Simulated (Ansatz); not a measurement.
LiCl (zincblende), relaxed with r2SCAN, was run in Ansatz under altered settings. All numbers are computed, without spin polarisation but where a row says otherwise.

```
CELL_PARAMETERS angstrom
0.00000 2.73304 2.73304
2.73304 0.00000 2.73304
2.73304 2.73304 0.00000
ATOMIC_POSITIONS crystal
Li 0.00000 0.00000 0.00000
Cl 0.25000 0.25000 0.25000
```

The base run's other keys:
```yaml
kpoints:
  mp_grid: { grid: [4, 4, 4] }
hamiltonian:
  xc: hse06
scf:
  occupations: { method: fixed }
  n_extra_bands: 4
```

It takes 9 iterations with 821 plane waves at 420 eV and 8 k points, and leaves a mean stress of +0.22 GPa. The gap over this mesh is 7.386 eV.

Outcomes, with energy and stress as changes against the base:
```csv
setting,outcome,ΔF (meV/atom),Δ mean stress (GPa),gap on the mesh (eV),iterations
"PBE hybrid, exx coeff 0.4, omega 0.2078 1/Å",converged,–,-0.3,8.201,11
"PBE hybrid, exx coeff 0.5, omega 0.2078 1/Å",converged,–,-0.5,8.749,11
"PBE hybrid, exx coeff 0.2, omega 0.3 1/Å",converged,–,+0.1,6.923,9
"PBE hybrid, exx coeff 1.0, omega 0.1 1/Å",converged,–,-1.5,12.977,16
"kpoints.mp_grid.grid: [2, 2, 2]",converged,+117,+2.1,7.407,10
scf.occupations: methfessel_paxton 0.5,converged,0.0,0.0,7.386,9
```
A dash marks a value that wasn't obtained or can't be compared. Stress is positive in compression.

- PBE hybrid, exx coeff 0.4, omega 0.2078 1/Å. That is 40 % exact exchange, screened with ω = 0.2078 1/Å, against HSE06's 25 % screened at 0.208 1/Å. The mean stress moves by -0.3 GPa and the gap on the mesh by +0.815 eV (to 8.201). Totals of different functionals aren't comparable.
- PBE hybrid, exx coeff 0.5, omega 0.2078 1/Å. That is 50 % exact exchange, screened with ω = 0.2078 1/Å, against HSE06's 25 % screened at 0.208 1/Å. The mean stress moves by -0.5 GPa and the gap on the mesh by +1.362 eV (to 8.749). Totals of different functionals aren't comparable.
- PBE hybrid, exx coeff 1.0, omega 0.1 1/Å. That is 100 % exact exchange, screened with ω = 0.1 1/Å, against HSE06's 25 % screened at 0.208 1/Å. The mean stress moves by -1.5 GPa and the gap on the mesh by +5.591 eV (to 12.977). Totals of different functionals aren't comparable. The program warns that on this mesh the truncation of the exchange isn't bounded, so part of the change can be an error of the mesh.
- kpoints.mp_grid.grid: [2, 2, 2]. The free energy moves by +117 meV an atom, the mean stress by +2.1 GPa and the gap on the mesh by +0.021 eV (to 7.407). The mesh is too coarse.

Within 1 meV an atom, 0.1 GPa and 0.005 eV of the base stay: scf.occupations: methfessel_paxton 0.5.

The stress of a hybrid is loosely converged in these runs.

The meshes of the hybrids are coarse, so their gaps aren't converged to the digits shown.
